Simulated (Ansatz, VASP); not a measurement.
Two plane-wave programs on BN

Contents of INCAR:

```
  ALGO = Fast
  EDIFF = 1E-7
  ENCUT = 520
  GGA = PE
  ISIF = 2
  ISMEAR = 0
  LASPH = T
  LCHARG = F
  LREAL = F
  LWAVE = F
  NBANDS = 16
  NELM = 80
  PREC = Accurate
  SIGMA = 0.05
```

Contents of KPOINTS:

```
k-points
0
Gamma
  6 6 6
```

The input POSCAR:

```
BN
1.0
    0.0000000000     -1.8123937734     -1.8364986106
   -1.8364986106      0.0000000000     -1.8364986106
    1.8364986106      1.8123937734     -3.6729972212
B N
2 2
Direct
   -0.0047981010      0.0213932330      0.0000000000
    0.5047981010      0.4786067670      0.5000000000
    0.3700897898      0.3968930928      0.8750000000
    0.8799102102      0.8531069072      0.3750000000
```

Input for Ansatz:

```yaml
crystal:
  lattice:
    - [0.0, -1.8123937734, -1.8364986106]
    - [-1.8364986106, 0.0, -1.8364986106]
    - [1.8364986106, 1.8123937734, -3.6729972212]
  atoms:
    - { symbol: B, position: [-0.004798101, 0.021393233, 0.0] }
    - { symbol: B, position: [0.504798101, 0.478606767, 0.5] }
    - { symbol: "N", position: [0.3700897898, 0.3968930928, 0.875] }
    - { symbol: "N", position: [0.8799102102, 0.8531069072, 0.375] }
basis:
  ecutwfc: 520.0
kpoints:
  mp_grid: { grid: [6, 6, 6] }
hamiltonian:
  xc: pbe
scf:
  occupations: { method: gaussian, width: 0.05 }
output:
  forces: true
  stress: true
  eigenvalues: true
```

Change from the starting cell: mode 4 frozen in at -0.051 Å, equal normal strain along x and y +0.0133.

Alike in both runs: task single point; functional PBE; k mesh 6 × 6 × 6; occupations gaussian, width 0.05 eV; no spin polarisation.

```csv
,VASP,Ansatz
version,VASP 6.6.1,Ansatz 0.2.0
potentials or method,"VASP PAW PBE potentials, release 64 (B, N)","scalar-relativistic, plane waves, PAW"
plane-wave cutoff (eV),520,520
valence electrons in the cell,16,16
```

```tsv
	VASP	Ansatz	Ansatz less VASP
gap on the k mesh at the Fermi level (eV)	4.18	4.19	+0.010
least direct gap on the mesh (eV)	6.02	6.03	+0.012
pressure (GPa)	-9.3	-9.4	-0.14
largest component of the traceless stress (GPa)	5.66	5.66	-0.004
rms of the force components (eV/Å)	0.317	0.317	+0.0001
```

Atom by atom the forces differ by 0.000 eV/Å (rms over components).

Caveats: the k mesh is coarse (spacing up to 0.48 Å⁻¹), so the values aren't converged. A k mesh can miss the band edges.
